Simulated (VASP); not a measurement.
Consider the following.

```
BaSnO3
1.0
    4.14223     0.00000     0.00000
    0.00000     4.14223     0.00000
    0.00000     0.00000     4.14223
Ba Sn O
1 1 3
Direct
  0.50000   0.50000   0.50000
  0.00000   0.00000   0.00000
  0.00000   0.50000   0.00000
  0.50000   0.00000   0.00000
  0.00000   0.00000   0.50000
```

Level of theory: PBE GGA, VASP's PBE PAW potentials (set 64) (plane waves; VASP). Run with 400 eV cut-off, 4×4×4 Γ-centred mesh, Fermi-Dirac smearing of 0.050 eV, potentials Ba_sv Sn_d O.

Unless said otherwise, spin-orbit coupling is left out, though it shifts the bands of the heavy elements here.

**Question.** Give the energies of bands 13 to 24 at the high-symmetry points, in eV from the valence-band maximum.

**Answer.** 
```json
[
 {"band": "13", "Γ": "-4.50", "X": "-4.65", "M": "-6.76", "R": "-8.80"},
 {"band": "14", "Γ": "-4.50", "X": "-4.65", "M": "-4.19", "R": "-1.53"},
 {"band": "15", "Γ": "-4.50", "X": "-4.61", "M": "-2.89", "R": "-1.53"},
 {"band": "16", "Γ": "-1.02", "X": "-2.20", "M": "-1.66", "R": "-1.53"},
 {"band": "17", "Γ": "-1.02", "X": "-1.72", "M": "-1.66", "R": "-0.74"},
 {"band": "18", "Γ": "-1.02", "X": "-1.15", "M": "-1.13", "R": "-0.74"},
 {"band": "19", "Γ": "-0.52", "X": "-1.15", "M": "-1.13", "R": "0.00"},
 {"band": "20", "Γ": "-0.52", "X": "-0.98", "M": "-0.76", "R": "0.00"},
 {"band": "21", "Γ": "-0.52", "X": "-0.98", "M": "-0.08", "R": "0.00"},
 {"band": "22", "Γ": "0.73", "X": "4.78", "M": "6.60", "R": "5.16"},
 {"band": "23", "Γ": "4.90", "X": "6.72", "M": "7.67", "R": "5.16"},
 {"band": "24", "Γ": "4.90", "X": "7.00", "M": "7.95", "R": "5.16"}
]
```

The gap is indirect, 0.73 eV, from the valence maximum at R to the conduction minimum at Γ.

The structure comes from a computed database's BaSnO3 entry; how it stands against other phases isn't given here. The cell was not relaxed at this level.
